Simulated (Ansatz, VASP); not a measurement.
# CuI (Marshite) in two plane-wave programs

Aim: how closely do two programs agree when they are given the same cell, functional and k mesh?

Method: plane waves, with VASP 6.6.1 beside it; single point at PBE, in Ansatz 0.2.0.

The database entry behind the starting cell differs from later determinations by our own check (about 0.15 % long (mineral sample)), so it need not match the best structure at ambient conditions.

**1. Starting point**

Symmetry: F-43m, No. 216, cubic system. Conventional cell: a = 6.063 Å, b = 6.063 Å, c = 6.063 Å, α = 90.00°, β = 90.00°, γ = 90.00°. Nearest to I lie 4 Cu at 2.63 Å. Nearest to Cu lie 4 I at 2.63 Å. Farther neighbours and most contacts between anions are not listed.

**2. Ansatz: single point, PBE**

Ansatz runs on its default PAW (the set named soft_2) files.

A single point gives forces, pressure and levels at one fixed geometry, so differences don't come from the geometry; what else differs is listed under the comparison.

File input.yaml:

```yaml
crystal:
  lattice:
    - [0.0, 3.0315, 3.0315]
    - [3.0315, 0.0, 3.0315]
    - [3.0315, 3.0315, 0.0]
  atoms:
    - { symbol: I, position: [0.0, 0.0, 0.0] }
    - { symbol: Cu, position: [0.75, 0.75, 0.75] }
hamiltonian:
  xc: pbe
  pseudopotentials: { kind: paw }
kpoints:
  mp_grid: { grid: [7, 7, 7] }
scf:
  occupations: { method: gaussian, width: 0.01 }
  n_extra_bands: 4
output:
  forces: true
  stress: true
  eigenvalues: true
```

Started as:

```
$ ansatz run input.yaml --threads 2 --pin off --max-ram 4608MiB --backend cpu --events-out ev --progress --plain --runs-dir out
```

Numbers of over 12 decimals in the logs are rounded to 6 here.

What it wrote:

```text
scf.n_extra_bands = 4 over 18 filled bands (N_el = 36.0): the run solves 22 bands
Engine: ansatz 0.2.0, aarch64-unknown-linux-gnu
Pseudopotentials: kind: paw
Pseudopotential: I, paw, valence charge 17, recommended cutoff 420 eV (normal), I.paw.azcp
Pseudopotential: Cu, paw, valence charge 19, recommended cutoff 420 eV (normal), Cu.paw.azcp
Functional definition: PBE
  parameter kappa = 0.804
  parameter beta = 0.066725
  exchange = pbe_x(kappa = kappa, mu = beta*pi^2/3)
  correlation = pbe_c(beta = beta)
Crystal: 2 atoms, lattice volume = 55.719 Å³
Basis set: ecut = 420 eV, 1067 PW (Γ), exchange–correlation on 60×60×60 points (8 copies of the dense FFT grid, shifted against one another)
Bands: 22, of which v1, the nominal top of the filled ones, is band 18 counted from 1 (17 counted from 0)
Symmetry: 24 space group operations
Space group: F-43m (ITA 216), of the structure as read, at distance tolerance 3.8e-5 Å
k-points: 20 of 343 (time reversal used)
Non-local potential: I, projectors of the file, l = 0: 2, l = 1: 2, l = 2: 2, l = 3: 2
Non-local potential: Cu, projectors of the file, l = 0: 3, l = 1: 2, l = 2: 3, l = 3: 1
PAW form: soft (Blöchl's): semilocal exchange-correlation on the pseudo side does not see the compensation charge
PAW one-centre angular grid: I, 590 points (default); XC on 64 Gauss nodes
PAW one-centre angular grid: Cu, 590 points (default); XC on 64 Gauss nodes
Initial density: superposition of atomic densities (neutral atoms: chi_scale 0, normalization atom), corrected by the library's trained network
Initial wavefunctions: pseudopotential atomic-orbital guess
Functional: x = pbe(κ = 0.804, μ = 0.219515), c = pbe(β = 0.066725)
SCF iter   1: F=—  HF=-14138.365417 eV  |F-HF|=—  |Δ(HF+E_count)|=         —  Δρ=1.26e-3  dr2=6.99e-4  ethr=1.77e-3  ⟨swp⟩=6.4  Hψ=2186  notcnv=0
preconditioner: auto → none  [insulator: Δε(μ)=1.133 eV  Ē_g=8.967 eV  σ=0.010 eV  W_gap=1.00  n_scr=14 (ndim 8)  ℏωp=21.1 eV  f_vac=0.179  D(μ)=0.00/eV (n_scr^D=0)  ε∞_Penn≈6.5]
SCF iter   2: F=—  HF=-14138.365652 eV  |F-HF|=—  |Δ(HF+E_count)|=   2.35e-4  Δρ=2.17e-3  dr2=1.62e-3  ethr=1.94e-6  ⟨swp⟩=3.1  Hψ=1247  notcnv=0
SCF iter   3: F=—  HF=-14138.365297 eV  |F-HF|=—  |Δ(HF+E_count)|=   3.55e-4  Δρ=2.10e-4  dr2=2.08e-5  ethr=1.94e-6  ⟨swp⟩=2.0  Hψ=851  notcnv=0
SCF iter   4: F=—  HF=-14138.365330 eV  |F-HF|=—  |Δ(HF+E_count)|=   3.29e-5  Δρ=6.34e-5  dr2=1.47e-6  ethr=5.78e-8  ⟨swp⟩=2.0  Hψ=683  notcnv=0
SCF iter   5: F=—  HF=-14138.365336 eV  |F-HF|=—  |Δ(HF+E_count)|=   6.04e-6  Δρ=2.59e-5  dr2=3.56e-7  ethr=4.08e-9  ⟨swp⟩=2.0  Hψ=720  notcnv=0
SCF iter   6: F=-14138.365337 eV  HF=-14138.365337 eV  |F-HF|=1.00e-8  |Δ(HF+E_count)|=   7.91e-7  Δρ=5.52e-6  dr2=1.09e-8  ethr=2.78e-10  ⟨swp⟩=7.0  Hψ=2102  notcnv=0
SCF 1 converged in 6 iterations: F = -14138.365337 eV  dr2 = 1.09e-8
  greatest PAW one-centre occupation: 1.000 electrons in one spin orbital (limit 2), on the Cu atom at site 1 (counted from 0), in its partial waves of l = 0
SCF converged after 6 iterations
Free energy (F): -14138.365337 eV
Harris-Foulkes:  -14138.365337 eV  (|F-HF|=1.00e-8)
Internal energy: -14138.365337 eV  (E = F + TS)
E sigma→0 (E₀):  -14138.365337 eV
Fermi energy:    8.716975 eV
--- Per-component energies (eV) ---
  E_band       = -867.471246
  E_kinetic    = 489.433215
  E_local      = -7622.569120  (includes V_loc(G=0)·N_el)
  E_nonlocal   = 313.625853
  E_hartree    = 3542.869126
  E_xc         = -215.249525
  E_vxc        = -241.060746  (∫ρ·V_xc dr)
  E_paw        = -6492.343732  (= ΣΔE_a)
  E_vpaw       = -892.632053  (= ΣTr[D̂ρ^β])
  E_aug_tail   = 0.000298  (compensation charges beyond the density's cutoff)
  E_ewald      = -4154.131452
  E_smearing   = -0.000000  (= −TS)
  E_closure    = -0.000000  (closes the sum)
  Σ components = -14138.365337   (vs F -14138.365337, Δ=0.00e0)
--- Forces (eV/Å), atoms counted from 1 ---
  atom   1  I     -0.00000000     0.00000000    -0.00000000
  atom   2  Cu     0.00000000     0.00000000    -0.00000000
  max |Σ_I F_I| component: 1.50e-17 eV/Å
--- Stress (GPa, compression-positive) ---
        0.318798       0.000000      -0.000000
       -0.000000       0.318798       0.000000
       -0.000000       0.000000       0.318798
  P = ⅓ Tr σ = 0.3188 GPa (3.188 kbar)
--- Band table (eV; the first three rows and the last of 20) ---
  k-point 0: bands = [... 14 lower, 6.3076, 8.1563, 8.1563, 8.1563, 9.2776, 13.0321, 13.0321, 13.0321]
  k-point 1: bands = [... 14 lower, 6.3002, 7.4280, 8.0089, 8.0089, 10.0812, 12.9615, 13.3052, 13.3052]
  k-point 2: bands = [... 14 lower, 6.3019, 6.7497, 7.7098, 7.7098, 10.4148, 13.6291, 13.6291, 14.0134]
  k-point 19: bands = [... 14 lower, 6.3048, 6.4425, 6.5781, 6.9376, 12.0265, 13.0266, 14.3744, 15.1079]
```

It took 2.2 s on 2 threads of Arm Neoverse N1, shared host; peak memory 0.3 GiB; 4 s of CPU time.

Reading the cycles: dr2 is the Hartree energy of the density residual (eV), the measure of convergence; HF is the Harris–Foulkes estimate of the energy, which meets the free energy F at convergence.

The run ends at a pressure of 0.32 GPa.

**3. VASP: single point, PBE**

The same cell, functional, mesh and smearing now go to VASP, with its own data sets and cutoff.

Lines of VASP's logs that name or quote its potential files are left out, and so is its time.

File INCAR:

```
SYSTEM = CuI
PREC = Accurate
ENCUT = 400
EDIFF = 1E-07
NELM = 100
ISMEAR = 0
SIGMA = 0.01
LREAL = .FALSE.
ALGO = Normal
GGA = PE
NBANDS = 15
LASPH = .TRUE.
LORBIT = 11
LWAVE = .FALSE.
LCHARG = .FALSE.
KPAR = 2
```

File POSCAR:

```
CuI
1.0
    0.0000000000      3.0315000000      3.0315000000
    3.0315000000      0.0000000000      3.0315000000
    3.0315000000      3.0315000000      0.0000000000
I Cu
1 1
Direct
    0.0000000000      0.0000000000      0.0000000000
    0.7500000000      0.7500000000      0.7500000000
```

File KPOINTS:

```
Automatic mesh
0
Gamma
7 7 7
0 0 0
```

PAW data sets: I and Cu (PBE family, release 64).

Started as:

```
$ mpirun -np 2 vasp_std
```

What it wrote:

```text
[banner, memory and clock lines left out]
running    2 mpi-ranks, on    1 nodes
 distrk:  each k-point on    1 cores,    2 groups
 distr:  one band on    1 cores,    1 groups

 POSCAR found type information on POSCAR I Cu
 POSCAR found :  2 types and       2 ions
 LDA part: xc-table for (Slater+PW92), standard interpolation
 POSCAR, INCAR and KPOINTS ok, starting setup
 FFT: planning ... GRIDC
 FFT: planning ... GRID_SOFT
 FFT: planning ... GRID
 WAVECAR not read
 entering main loop
       N       E                     dE             d eps       ncg     rms          rms(c)
DAV:   1     0.859391670527E+02    0.85939E+02   -0.63418E+03   607   0.101E+03
DAV:   2    -0.628693558812E+00   -0.86568E+02   -0.78237E+02   614   0.215E+02
DAV:   3    -0.563358719801E+01   -0.50049E+01   -0.49460E+01   831   0.568E+01
DAV:   4    -0.577043425085E+01   -0.13685E+00   -0.13681E+00   665   0.924E+00
DAV:   5    -0.577809300715E+01   -0.76588E-02   -0.76586E-02   946   0.237E+00    0.525E+00
DAV:   6    -0.570278585911E+01    0.75307E-01   -0.28000E+00   614   0.458E+01    0.338E+00
DAV:   7    -0.556200194749E+01    0.14078E+00   -0.66279E-01   628   0.274E+01    0.167E+00
DAV:   8    -0.556385691058E+01   -0.18550E-02   -0.37465E-02   945   0.273E+00    0.467E-01
DAV:   9    -0.556158206662E+01    0.22748E-02   -0.86324E-03   747   0.279E+00    0.162E-01
DAV:  10    -0.556175136316E+01   -0.16930E-03   -0.65488E-04   798   0.177E-01    0.394E-02
DAV:  11    -0.556175747037E+01   -0.61072E-05   -0.20822E-04   782   0.413E-01    0.387E-02
DAV:  12    -0.556175532012E+01    0.21502E-05   -0.15151E-05   942   0.684E-02    0.280E-02
DAV:  13    -0.556175343489E+01    0.18852E-05   -0.79960E-06   854   0.858E-02    0.521E-03
DAV:  14    -0.556175411771E+01   -0.68282E-06   -0.29304E-06   977   0.255E-02    0.513E-03
DAV:  15    -0.556175402863E+01    0.89074E-07   -0.52815E-08   475   0.422E-03
   1 F= -.55617540E+01 E0= -.55617540E+01  d E =-.397281E-24
```

OUTCAR, selected parts (step 3):

```text
ion  position               nearest neighbor table
   1  0.000  0.000  0.000-   2 2.63   2 2.63   2 2.63   2 2.63
   2  0.750  0.750  0.750-   1 2.63   1 2.63   1 2.63   1 2.63

  LATTYP: Found a face centered cubic cell.
 ALAT       =     6.0630000000

 Subroutine GETGRP returns: Found 24 space group operations
 (whereof 24 operations were pure point group operations)

The static configuration has the point symmetry T_d .

 Found     20 irreducible k-points:

   k-points           NKPTS =     20   k-points in BZ     NKDIM =     20   number of bands    NBANDS=     15

   dimension x,y,z NGX =    28 NGY =   28 NGZ =   28
   dimension x,y,z NGXF=    56 NGYF=   56 NGZF=   56

   ENCUT  =  400.0 eV  29.40 Ry    5.42 a.u.   6.99  6.99  6.99*2*pi/ulx,y,z

   NELECT =      18.0000    total number of electrons

 k-points in reciprocal lattice and weights: Automatic mesh
   0.00000000  0.00000000  0.00000000       0.003
   0.14285714  0.00000000  0.00000000       0.023
   0.28571429  0.00000000  0.00000000       0.023
   0.42857143  0.00000000  0.00000000       0.023
   0.14285714  0.14285714  0.00000000       0.017
   0.28571429  0.14285714  0.00000000       0.070
   0.42857143  0.14285714  0.00000000       0.070
  -0.42857143  0.14285714  0.00000000       0.070
  -0.28571429  0.14285714  0.00000000       0.070
[...]
-0.42857143  0.42857143  0.14285714       0.070
  -0.28571429  0.42857143  0.14285714       0.070

 average (electrostatic) potential at core
       1 -92.3163       2 -65.8714

 E-fermi :   4.5003

 k-point     1 :       0.0000    0.0000    0.0000
  band No.  band energies     occupation
    ...
      5       2.5824      2.00000
      6       2.5824      2.00000
      7       4.4323      2.00000
      8       4.4323      2.00000
      9       4.4323      2.00000
     10       5.5728      0.00000
     11       9.3017      0.00000
     12       9.3017      0.00000
     13       9.3018      0.00000
     14      12.6085      0.00000
    ...

 k-point     2 :       0.1429    0.0000    0.0000
  band No.  band energies     occupation
    ...
      5       2.5748      2.00000
      6       2.5748      2.00000
      7       3.7038      2.00000
      8       4.2850      2.00000
      9       4.2850      2.00000
     10       6.3754      0.00000
     11       9.2362      0.00000
     12       9.5732      0.00000
     13       9.5732      0.00000
     14      13.2641      0.00000
    ...

 k-point     3 :       0.2857    0.0000    0.0000
  band No.  band energies     occupation
    ...
      5       2.5763      2.00000
      6       2.5763      2.00000
      7       3.0235      2.00000
      8       3.9862      2.00000
      9       3.9862      2.00000
     10       6.7073      0.00000
     11       9.8935      0.00000
     12       9.8936      0.00000
     13      10.2933      0.00000
     14      13.2143      0.00000
    ...

  Total        0.0529485      0.0529485      0.0529485      0.0000000      0.0000000     -0.0000000
  in kB        1.5225145      1.5225145      1.5225145      0.0000000      0.0000000     -0.0000000
  external PRESSURE =       1.5225145 kB  Pullay stress =       0.0000000 kB

  energy-cutoff  :      400.00
  volume of cell :       55.72
      direct lattice vectors                 reciprocal lattice vectors
     0.000000000  3.031500000  3.031500000    -0.164934851  0.164934851  0.164934851
     3.031500000  0.000000000  3.031500000     0.164934851 -0.164934851  0.164934851
     3.031500000  3.031500000  0.000000000     0.164934851  0.164934851 -0.164934851

 POSITION                                       TOTAL-FORCE (eV/Angst)
 -----------------------------------------------------------------------------------
      0.00000      0.00000      0.00000         0.000000      0.000000      0.000000
      4.54725      4.54725      4.54725        -0.000000     -0.000000     -0.000000
 -----------------------------------------------------------------------------------
    total drift:                               -0.000004     -0.000004     -0.000004

  FREE ENERGIE OF THE ION-ELECTRON SYSTEM (eV)
  ---------------------------------------------------
  free  energy   TOTEN  =        -5.5617540286 eV

  energy  without entropy=       -5.5617540286  energy(sigma->0) =       -5.56175403

 total charge
# of ion       s       p       d       tot
------------------------------------------
    1        1.493   2.762   0.053   4.308
    2        0.327   0.261   9.332   9.920
--------------------------------------------------
tot          1.820   3.023   9.386  14.228

[... 3 further parts left out ...]
```

The run ends at a pressure of 0.15 GPa.

**4. Differences**

Known differences besides the potentials themselves: the data sets hold 36 valence electrons in Ansatz (default PAW (the set named soft_2) files) and 18 in VASP; the cutoff is 420 eV in Ansatz and 400 eV in VASP. Total energies have different zeros and are not compared.

Both answers:

```
              quantity  Ansatz   VASP  difference
        pressure (GPa)    0.32   0.15       +0.17
gap on the k mesh (eV)   1.121  1.141      -0.019
```

A gap on the mesh is an upper bound, since the band edges may lie between its points. Ansatz's pressure holds a Pulay correction of 0.04 GPa; VASP's holds none.

**5. Results**

* difference in gap on the k mesh (single point, PBE): -0.019 eV

What this shows: The difference in gap on the k mesh is -0.019 eV (single point, PBE), within the 0.08 eV picked in this series as the mark of a large difference. Such differences can come from data sets, numerical settings and the points named under the comparisons, not from the functional's error against experiment.

[Lines on the potential files, build, host, timing and source positions are cut from VASP's logs without a mark.]

[Logs are printed without paths, hosts, clocks, repeated set-up lines and the standing remarks that a program may print on its own settings, such as how far it seeks lower states.]

[Hosts, paths, dates, database ids (printed as entryN), source tags and the programs' standing remarks are cut or masked in the printed files.]
